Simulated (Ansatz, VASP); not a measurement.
# Cross-check of GaSb between VASP and Ansatz

Wanted: the spread between two codes on one cell, functional and k mesh. The cell is taken from a series of VASP runs on this material, whose earlier steps may have relaxed, scaled or displaced it; both programs get it as it stands.

Method: plane waves, with VASP 6.6.1 beside it; zone-centre phonons at PBEsol with D3(BJ), in Ansatz 0.2.0.

**1. The starting structure**

Symmetry: F-43m, No. 216, cubic system. Conventional cell: a = 6.043 Å, b = 6.043 Å, c = 6.043 Å, α = 90.00°, β = 90.00°, γ = 90.00°. Sb has 4 Ga at 2.62 Å nearest. Nearest to Ga lie 4 Sb at 2.62 Å. Farther neighbours are not listed.

**2. Ansatz: zone-centre phonons, PBEsol with D3(BJ)**

Ansatz runs on its default PAW (the set named soft_2) files.

Second derivatives magnify differences that forces hide, and they need a tight electronic threshold.

File input.yaml:

```yaml
crystal:
  lattice:
    - [0.0, 3.021436332, 3.021436332]
    - [3.021436332, 0.0, 3.021436332]
    - [3.021436332, 3.021436332, 0.0]
  atoms:
    - { symbol: Sb, position: [0.25, 0.25, 0.25] }
    - { symbol: Ga, position: [0.0, 0.0, 0.0] }
hamiltonian:
  xc: pbesol
  pseudopotentials: { kind: paw }
  dispersion: d3bj
kpoints:
  mp_grid: { grid: [10, 10, 10] }
scf:
  occupations: { method: gaussian, width: 0.03 }
phonons:
  method: dfpt
  qpoints: [[0, 0, 0]]
```

The run is started by

```console
> ansatz run input.yaml --threads 4 --pin off --max-ram 9216MiB --backend cpu --events-out ev --progress --plain --runs-dir out
```

Numbers of over 12 decimals in the logs are rounded to 6 here.

The program printed:

```text
zone centre: on kpoints.mp_grid the ground state, and the responses unless they are solved on pairs of k-points, stand on 102 of the mesh's 1000 k-points, reduced under 8 symmetry operations, with k and −k counted as one. Each operation leaves every solved displacement unchanged or reverses it
Engine: ansatz 0.2.0, aarch64-unknown-linux-gnu
Pseudopotentials: kind: paw
Pseudopotential: Sb, paw, valence charge 15, recommended cutoff 420 eV (normal), Sb.paw.azcp
Pseudopotential: Ga, paw, valence charge 13, recommended cutoff 420 eV (normal), Ga.paw.azcp
Functional definition: PBEsol
  exchange = pbesol_x
  correlation = pbesol_c
Crystal: 2 atoms, lattice volume = 55.166 Å³
Basis set: ecut = 420 eV, 1067 PW (Γ), exchange–correlation on 60×60×60 points (8 copies of the dense FFT grid, shifted against one another)
Bands: 18, of which v1, the nominal top of the filled ones, is band 14 counted from 1 (13 counted from 0)
Symmetry: 24 space group operations
k-points: 102 of 1000 (irreducible under 8 space group operations, time reversal used)
Non-local potential: Sb, projectors of the file, l = 0: 2, l = 1: 2, l = 2: 2, l = 3: 2
Non-local potential: Ga, projectors of the file, l = 0: 2, l = 1: 2, l = 2: 3, l = 3: 1
PAW form: soft (Blöchl's): semilocal exchange-correlation on the pseudo side does not see the compensation charge
PAW frozen core: Sb, regenerated for the run's functional, and the local potential with it (the file was generated under x = pbe(κ = 0.804, μ = 0.219515), c = pbe(β = 0.066725))
PAW frozen core: Ga, regenerated for the run's functional, and the local potential with it (the file was generated under x = pbe(κ = 0.804, μ = 0.219515), c = pbe(β = 0.066725))
PAW one-centre angular grid: Sb, 590 points (default); XC on 64 Gauss nodes
PAW one-centre angular grid: Ga, 590 points (default); XC on 64 Gauss nodes
Initial density: superposition of atomic densities (neutral atoms: chi_scale 0, normalization atom), corrected by the library's trained network
Initial wavefunctions: pseudopotential atomic-orbital guess
Functional: x = pbesol(κ = 0.804, μ = 0.123457), c = pbesol(β = 0.046)
SCF iter   1: F=—  HF=-10152.197115 eV  |F-HF|=—  |Δ(HF+E_count)|=         —  Δρ=2.73e-3  dr2=4.91e-3  ethr=1.77e-3  ⟨swp⟩=6.1  Hψ=9580  notcnv=0
preconditioner: auto → none  [insulator: Δε(μ)=0.247 eV  Ē_g=14.663 eV  σ=0.030 eV  W_gap=1.00  n_scr=14 (ndim 8)  ℏωp=21.2 eV  f_vac=0.083  D(μ)=0.00/eV (n_scr^D=0)  ε∞_Penn≈3.1]
SCF iter   2: F=—  HF=-10152.194049 eV  |F-HF|=—  |Δ(HF+E_count)|=   3.07e-3  Δρ=1.10e-3  dr2=5.23e-4  ethr=1.75e-5  ⟨swp⟩=2.0  Hψ=3931  notcnv=0
SCF iter   3: F=—  HF=-10152.194243 eV  |F-HF|=—  |Δ(HF+E_count)|=   1.94e-4  Δρ=3.19e-4  dr2=5.10e-5  ethr=1.87e-6  ⟨swp⟩=2.0  Hψ=3245  notcnv=0
SCF iter   4: F=—  HF=-10152.194239 eV  |F-HF|=—  |Δ(HF+E_count)|=   3.40e-6  Δρ=1.82e-4  dr2=1.22e-5  ethr=1.82e-7  ⟨swp⟩=2.0  Hψ=2754  notcnv=0
SCF iter   5: F=—  HF=-10152.194240 eV  |F-HF|=—  |Δ(HF+E_count)|=   3.98e-7  Δρ=7.06e-5  dr2=1.69e-6  ethr=4.37e-8  ⟨swp⟩=2.2  Hψ=2903  notcnv=0
SCF iter   6: F=—  HF=-10152.194241 eV  |F-HF|=—  |Δ(HF+E_count)|=   1.43e-6  Δρ=1.76e-5  dr2=9.17e-8  ethr=6.05e-9  ⟨swp⟩=2.0  Hψ=2754  notcnv=0
SCF iter   7: F=—  HF=-10152.194241 eV  |F-HF|=—  |Δ(HF+E_count)|=   3.30e-8  Δρ=2.74e-6  dr2=3.51e-9  ethr=3.28e-10  ⟨swp⟩=2.0  Hψ=3264  notcnv=0
SCF iter   8: F=—  HF=-10152.194241 eV  |F-HF|=—  |Δ(HF+E_count)|=   1.38e-9  Δρ=4.22e-7  dr2=6.19e-11  ethr=1.25e-11  ⟨swp⟩=2.0  Hψ=3264  notcnv=0
SCF iter   9: F=-10152.194241 eV  HF=-10152.194241 eV  |F-HF|=7.28e-12  |Δ(HF+E_count)|=  2.91e-11  Δρ=1.58e-7  dr2=7.80e-12  ethr=1.00e-12  ⟨swp⟩=6.0  Hψ=8383  notcnv=0
SCF 1 converged in 9 iterations: F = -10152.194241 eV  dr2 = 7.80e-12
  greatest PAW one-centre occupation: 0.996 electrons in one spin orbital (limit 2), on the Sb atom at site 0 (counted from 0), in its partial waves of l = 2
DFPT response loops at Γ: preconditioner auto → none (the input reference at scf.mixing.eps_inf says where Resta's filter doesn't serve); β = 0.50; Broyden in place of MSR1
SCF converged after 9 iterations
Free energy (F): -10152.194241 eV
Harris-Foulkes:  -10152.194241 eV  (|F-HF|=7.28e-12)
Internal energy: -10152.194241 eV  (E = F + TS)
E sigma→0 (E₀):  -10152.194241 eV
Fermi energy:    8.178492 eV
--- Per-component energies (eV) ---
  E_band       = -253.156500
  E_kinetic    = 324.537022
  E_local      = -3866.866982  (includes V_loc(G=0)·N_el)
  E_nonlocal   = 790.302185
  E_hartree    = 1780.187783
  E_xc         = -206.315554
  E_vxc        = -155.166261  (∫ρ·V_xc dr)
  E_paw        = -6449.636988  (= ΣΔE_a)
  E_vpaw       = -906.337722  (= ΣTr[D̂ρ^β])
  E_aug_tail   = -0.000115  (compensation charges beyond the density's cutoff)
  E_ewald      = -2524.924508
  E_disp       = -0.671919  (pairwise vdW)
  E_core_change = 1.194835  (= ΣΔE_core)
  E_smearing   = -0.000000  (= −TS)
  E_closure    = 0.000000  (closes the sum)
  Σ components = -10152.194241   (vs F -10152.194241, Δ=0.00e0)
--- Band table (eV; the first three rows and the last of 102) ---
  k-point 0: bands = [... 10 lower, -3.7135, 8.0547, 8.0547, 8.0547, 8.2984, 10.8139, 10.8139, 10.8139]
  k-point 1: bands = [... 10 lower, -3.6056, 6.4906, 7.8709, 7.8709, 9.1482, 11.0632, 11.0632, 11.2408]
  k-point 2: bands = [... 10 lower, -3.2913, 4.7565, 7.4974, 7.4974, 9.0556, 11.5340, 11.5340, 12.5709]
  k-point 101: bands = [... 10 lower, -1.0668, 1.2042, 4.5771, 4.7849, 11.1968, 11.4157, 13.4908, 13.5063]
--- Phonons (Γ-DFPT): 2 representative perturbations + reference, on 102 of 1000 k-points (Σ response iterations 6) ---
  k mesh reduced under 8 symmetry operations, with k and −k counted as one. Each operation leaves every solved displacement unchanged or reverses it
  ASR residual: 1.699e-5 → 0.000e0 eV/Å²; symmetrization residual: 2.234e-5 eV/Å²
  pairwise dispersion correction: d3bj (s6 = 1.0, s8 = 2.9491, a1 = 0.4466, a2_bohr = 6.1742), with the weights of each atom's references fixed at the reference crystal's, and the forces and stress that the weights' published response gives there kept as a pressure on the atom's counted neighbours (hamiltonian.dispersion)
  ASR residual per site (eV/Å²): 1.70e-5 3.33e-6
  Γ frequencies (cm⁻¹): 0.00 0.00 0.00 230.23 230.23 230.23
  non-analytic LO–TO correction: not included (Born effective charges unavailable; polar crystals: no LO–TO splitting at Γ)
--- Phonons (arbitrary-q DFPT): 1 explicit q-point ---
  q = [0, 0, 0] (of the zone-centre solve; hermiticity 5.17e-6, symmetrization 1.41e-13): -0.00 0.00 0.00 230.23 230.23 230.23
  sum rule: each row above includes the acoustic sum rule's correction from the zone centre's row sums; it moved no ω² by more than (0.19 cm⁻¹)²
```

Elapsed: 7.8 s, on 4 threads of Arm Neoverse V2, shared host; peak memory 0.61 GiB.

**3. VASP: zone-centre phonons, PBEsol with D3(BJ)**

The same cell, functional, mesh and smearing now go to VASP, with its own data sets and cutoff.

Lines of VASP's logs that name or quote its potential files are left out, and so is its time.

File INCAR:

```
SYSTEM = GaSb
PREC = Accurate
ENCUT = 450
EDIFF = 1E-08
NELM = 100
ISMEAR = 0
SIGMA = 0.03
LREAL = .FALSE.
ALGO = Normal
GGA = PS
IVDW = 12
NBANDS = 15
LORBIT = 11
LWAVE = .FALSE.
LCHARG = .FALSE.
KPAR = 4
IBRION = 6
NFREE = 2
POTIM = 0.015
NSW = 1
ISIF = 2
```

File POSCAR:

```
GaSb
1.0
    0.0000000000      3.0214363320      3.0214363320
    3.0214363320      0.0000000000      3.0214363320
    3.0214363320      3.0214363320      0.0000000000
Sb Ga
1 1
Direct
    0.2500000000      0.2500000000      0.2500000000
    0.0000000000      0.0000000000      0.0000000000
```

File KPOINTS:

```
Automatic mesh
0
Gamma
10 10 10
0 0 0
```

PAW data sets: Sb and Ga_d (PBE family, release 64).

The run is started by

```console
> mpirun -np 4 vasp_std
```

The program printed:

```text
[banner, memory and clock lines left out]
running    4 mpi-ranks, on    1 nodes
 distrk:  each k-point on    1 cores,    4 groups
 distr:  one band on    1 cores,    1 groups

 POSCAR found type information on POSCAR SbGa
 POSCAR found :  2 types and       2 ions
|                                                                             |
|               ----> ADVICE to this user running VASP <----                  |
|                                                                             |
|     You enforced a specific xc type in the INCAR file but a different       |
|     [... a line on the potential file left out ...]
|     I HOPE YOU KNOW WHAT YOU ARE DOING!                                     |
|                                                                             |

 LDA part: xc-table for (Slater+PW92), standard interpolation
 POSCAR, INCAR and KPOINTS ok, starting setup
 FFT: planning ... GRIDC
 FFT: planning ... GRID_SOFT
 FFT: planning ... GRID
 WAVECAR not read
 entering main loop
       N       E                     dE             d eps       ncg     rms          rms(c)
DAV:   1     0.780326312017E+02    0.78033E+02   -0.82218E+03  1410   0.138E+03
DAV:   2    -0.212237400405E+01   -0.80155E+02   -0.77080E+02  1592   0.292E+02
DAV:   3    -0.813853259356E+01   -0.60162E+01   -0.59971E+01  1676   0.660E+01
DAV:   4    -0.824688848479E+01   -0.10836E+00   -0.10834E+00  1727   0.101E+01
DAV:   5    -0.824939328008E+01   -0.25048E-02   -0.25048E-02  1794   0.135E+00    0.328E+00
DAV:   6    -0.816909103902E+01    0.80302E-01   -0.88915E-02  1888   0.535E+00    0.193E+00
DAV:   7    -0.814040095712E+01    0.28690E-01   -0.49025E-02  1767   0.209E+00    0.373E-01
DAV:   8    -0.814047487622E+01   -0.73919E-04   -0.50964E-03  1850   0.910E-01    0.113E-01
DAV:   9    -0.814074935928E+01   -0.27448E-03   -0.46856E-04  1634   0.175E-01    0.421E-02
DAV:  10    -0.814073881418E+01    0.10545E-04   -0.19955E-05  1834   0.402E-02    0.124E-02
DAV:  11    -0.814074725217E+01   -0.84380E-05   -0.11963E-05  1585   0.251E-02    0.421E-03
DAV:  12    -0.814074735250E+01   -0.10034E-06   -0.44089E-07  1844   0.629E-03    0.986E-04
DAV:  13    -0.814074733341E+01    0.19091E-07   -0.48799E-08  1656   0.145E-03    0.583E-04
DAV:  14    -0.814074737211E+01   -0.38697E-07   -0.41058E-09  1412   0.946E-04    0.145E-04
DAV:  15    -0.814074738433E+01   -0.12217E-07   -0.93815E-10  1055   0.383E-04    0.761E-05
DAV:  16    -0.814074738086E+01    0.34634E-08   -0.18639E-10   908   0.172E-04
   1 F= -.88124677E+01 E0= -.88124677E+01  d E =-.894920E-12
[...]
2 F= -.88114860E+01 E0= -.88114860E+01  d E =-.154337E-09
[...]
3 F= -.88114861E+01 E0= -.88114861E+01  d E =-.154366E-09
[...]
4 F= -.88114941E+01 E0= -.88114941E+01  d E =-.154326E-09
 Finite differences progress:
  Degree of freedom:   2/  2
  Displacement:        1/  2
  Total:               3/  4
 bond charge predicted
       N       E                     dE             d eps       ncg     rms          rms(c)
DAV:   1    -0.813628230755E+01    0.34919E-02   -0.21030E+00  5228   0.971E+00    0.761E-02
DAV:   2    -0.813975494160E+01   -0.34726E-02   -0.34964E-02  7195   0.145E+00    0.432E-02
DAV:   3    -0.813977722076E+01   -0.22279E-04   -0.56461E-04  6713   0.177E-01    0.188E-02
DAV:   4    -0.813977384929E+01    0.33715E-05   -0.25055E-05  6781   0.389E-02    0.350E-03
DAV:   5    -0.813977402399E+01   -0.17470E-06   -0.17922E-06  5818   0.120E-02    0.986E-04
DAV:   6    -0.813977403695E+01   -0.12960E-07   -0.11478E-07  7027   0.300E-03    0.320E-04
DAV:   7    -0.813977403850E+01   -0.15475E-08   -0.77059E-09  4112   0.695E-04
   5 F= -.88114940E+01 E0= -.88114940E+01  d E =-.154145E-09
 Finite differences progress:
  Degree of freedom:   2/  2
  Displacement:        2/  2
  Total:               4/  4
```

OUTCAR, selected parts (step 3):

```text
ion  position               nearest neighbor table
   1  0.250  0.250  0.250-   2 2.62   2 2.62   2 2.62   2 2.62
   2  0.000  0.000  0.000-   1 2.62   1 2.62   1 2.62   1 2.62

  LATTYP: Found a face centered cubic cell.
 ALAT       =     6.0428726640

 Subroutine GETGRP returns: Found 24 space group operations
 (whereof 24 operations were pure point group operations)

The static configuration has the point symmetry T_d .

 Found     47 irreducible k-points:

   k-points           NKPTS =     47   k-points in BZ     NKDIM =     47   number of bands    NBANDS=     15

   dimension x,y,z NGX =    30 NGY =   30 NGZ =   30
   dimension x,y,z NGXF=    60 NGYF=   60 NGZF=   60

   ENCUT  =  450.0 eV  33.07 Ry    5.75 a.u.   7.39  7.39  7.39*2*pi/ulx,y,z

   NELECT =      18.0000    total number of electrons

 k-points in reciprocal lattice and weights: Automatic mesh
   0.00000000  0.00000000  0.00000000       0.001
   0.10000000  0.00000000  0.00000000       0.008
   0.20000000  0.00000000  0.00000000       0.008
   0.30000000  0.00000000  0.00000000       0.008
   0.40000000  0.00000000  0.00000000       0.008
   0.50000000  0.00000000  0.00000000       0.004
   0.10000000  0.10000000  0.00000000       0.006
   0.20000000  0.10000000  0.00000000       0.024
   0.30000000  0.10000000  0.00000000       0.024
[...]
-0.30000000  0.40000000  0.20000000       0.024
  -0.30000000  0.50000000  0.20000000       0.012

 Edisp (eV)   -0.67172

 average (electrostatic) potential at core
       1 -87.1442       2 -65.2260

 E-fermi :   5.2684

 k-point     1 :       0.0000    0.0000    0.0000
  band No.  band energies     occupation
    ...
      5      -9.9033      2.00000
      6      -6.6525      2.00000
      7       5.0692      2.00000
      8       5.1168      2.00000
      9       5.1631      2.00000
     10       5.3735      0.00000
     11       7.8274      0.00000
     12       7.8613      0.00000
     13       7.8970      0.00000
     14      10.7774      0.00000
    ...

 k-point     2 :       0.1000    0.0000    0.0000
  band No.  band energies     occupation
    ...
      5      -9.9034      2.00000
      6      -6.5449      2.00000
      7       3.5745      2.00000
      8       4.8887      2.00000
      9       4.9491      2.00000
     10       6.2075      0.00000
     11       8.0931      0.00000
     12       8.1435      0.00000
     13       8.2916      0.00000
     14      11.3819      0.00000
    ...

 k-point     3 :       0.2000    0.0000    0.0000
  band No.  band energies     occupation
    ...
      5      -9.9036      2.00000
      6      -6.2314      2.00000
      7       1.8359      2.00000
      8       4.5191      2.00000
      9       4.5768      2.00000
     10       6.0988      0.00000
     11       8.5513      0.00000
     12       8.6117      0.00000
     13       9.6364      0.00000
     14      12.2334      0.00000
    ...

 Edisp (eV)   -0.67172

  Total       0.00025     0.00282     0.00282     0.00000    -0.12442     0.00000
  in kB       0.00717     0.08188     0.08188     0.00000    -3.61340     0.00000
  external pressure =        0.06 kB  Pullay stress =        0.00 kB

  energy-cutoff  :      450.00
  volume of cell :       55.17
      direct lattice vectors                 reciprocal lattice vectors
     0.000000000  3.021436332  3.021436332    -0.165484209  0.165484209  0.165484209
     3.021436332  0.000000000  3.021436332     0.165484209 -0.165484209  0.165484209
     3.021436332  3.021436332  0.000000000     0.165484209  0.165484209 -0.165484209

 POSITION                                       TOTAL-FORCE (eV/Angst)
 -----------------------------------------------------------------------------------
      1.51072      1.51072      1.51072        -0.130450      0.000000      0.000000
     -0.01500      0.00000      0.00000         0.130450     -0.000000     -0.000000
 -----------------------------------------------------------------------------------
    total drift:                               -0.000883     -0.000002     -0.000001

  FREE ENERGIE OF THE ION-ELECTRON SYSTEM (eV)
  ---------------------------------------------------
  free  energy   TOTEN  =        -8.8114939507 eV

  energy  without entropy=       -8.8114939505  energy(sigma->0) =       -8.81149395

 Eigenvectors and eigenvalues of the dynamical matrix
 ----------------------------------------------------

   1 f  =    6.928263 THz    43.531562 2PiTHz  231.101987 cm-1    28.652982 meV
             X         Y         Z           dx          dy          dz
      1.510718  1.510718  1.510718     0.604087   -0.000000   -0.000000
      0.000000  0.000000  0.000000    -0.796918    0.000000   -0.000000

   2 f  =    6.928263 THz    43.531562 2PiTHz  231.101987 cm-1    28.652982 meV
             X         Y         Z           dx          dy          dz
      1.510718  1.510718  1.510718     0.000000    0.000000   -0.604087
      0.000000  0.000000  0.000000     0.000000   -0.000000    0.796918

   3 f  =    6.928263 THz    43.531562 2PiTHz  231.101987 cm-1    28.652982 meV
             X         Y         Z           dx          dy          dz
      1.510718  1.510718  1.510718    -0.000000   -0.604087   -0.000000
      0.000000  0.000000  0.000000     0.000000    0.796918    0.000000

   4 f/i=    0.005624 THz     0.035337 2PiTHz    0.187599 cm-1     0.023259 meV
             X         Y         Z           dx          dy          dz
      1.510718  1.510718  1.510718     0.236642   -0.759573   -0.046122
      0.000000  0.000000  0.000000     0.179382   -0.575779   -0.034962

   5 f/i=    0.005624 THz     0.035337 2PiTHz    0.187599 cm-1     0.023259 meV
             X         Y         Z           dx          dy          dz
      1.510718  1.510718  1.510718     0.032882   -0.038049    0.795330
      0.000000  0.000000  0.000000     0.024926   -0.028842    0.602883

   6 f/i=    0.005624 THz     0.035337 2PiTHz    0.187599 cm-1     0.023259 meV
             X         Y         Z           dx          dy          dz
      1.510718  1.510718  1.510718     0.760262    0.238074   -0.020043
      0.000000  0.000000  0.000000     0.576301    0.180467   -0.015193

 ELASTIC MODULI CONTR FROM IONIC RELAXATION (kBar)
 Direction    XX          YY          ZZ          XY          YZ          ZX
 --------------------------------------------------------------------------------
 XX          -0.0000     -0.0000     -0.0000      0.0000     -0.0000      0.0000
 YY          -0.0000     -0.0000     -0.0000      0.0000     -0.0000     -0.0000
 ZZ          -0.0000     -0.0000     -0.0000     -0.0000     -0.0000      0.0000
 XY           0.0000      0.0000     -0.0000   -229.4767      0.0000      0.0000
 YZ          -0.0000     -0.0000     -0.0000      0.0000   -229.4767      0.0000
 ZX           0.0000     -0.0000      0.0000      0.0000      0.0000   -229.4767
 --------------------------------------------------------------------------------

 total charge
# of ion       s       p       d       tot
------------------------------------------
    1        1.127   1.360   0.030   2.517
    2        0.909   0.802   9.967  11.678
--------------------------------------------------
tot          2.036   2.162   9.997  14.195

[... 3 further parts left out ...]
```

CONTCAR:

```
GaSb
   1.00000000000000
     0.0000000000000000    3.0214363319999999    3.0214363319999999
     3.0214363319999999    0.0000000000000000    3.0214363319999999
     3.0214363319999999    3.0214363319999999    0.0000000000000000
  Sb              Ga
     1     1
Direct
     0.2500000000000000    0.2500000000000000    0.2500000000000000
     0.0024822631278268   -0.0024822631278268   -0.0024822631278268
```

The last energy, forces, stress and levels in OUTCAR belong to the last displaced cell, not to the cell of POSCAR.

**4. Differences**

Known differences besides the potentials themselves: the data sets hold 28 valence electrons in Ansatz (default PAW (the set named soft_2) files) and 18 in VASP; the cutoff is 420 eV in Ansatz and 450 eV in VASP; Ansatz makes its cores anew for this functional, VASP keeps those of its PBE data sets; VASP leaves aspherical gradient terms in its spheres out (LASPH is not set), Ansatz keeps them; Ansatz takes the dispersion share of the force constants at frozen C6 weights, VASP differentiates the full forces; VASP uses finite displacements, Ansatz perturbation theory. Total energies have different zeros and are not compared.

Compared:

| quantity | Ansatz | VASP | difference |
| --- | --- | --- | --- |
| optical mode 1 to 3 (cm⁻¹) | 230.2 | 231.1 | -0.38 % |

Modes are paired by rising frequency and degeneracy, not by their patterns, so a pair may still set unlike modes beside each other.

**5. Results**

```
r.m.s. difference of the optical zone-centre modes, each program's sorted by frequency (zone-centre phonons, PBEsol with D3(BJ)) : 0.87 cm⁻¹
```

In words: The r.m.s. difference of the optical zone-centre modes, each program's sorted by frequency is 0.87 cm⁻¹ (zone-centre phonons, PBEsol with D3(BJ)). Such differences can come from data sets, numerical settings and the points named under the comparisons, not from the functional's error against experiment.

[Lines on the potential files, build, host, timing and source positions are cut from VASP's logs without a mark.]

[Logs are printed without paths, hosts, clocks, repeated set-up lines and the standing remarks that a program may print on its own settings, such as how far it seeks lower states.]

[Hosts, paths, dates, database ids (printed as entryN), source tags and the programs' standing remarks are cut or masked in the printed files.]
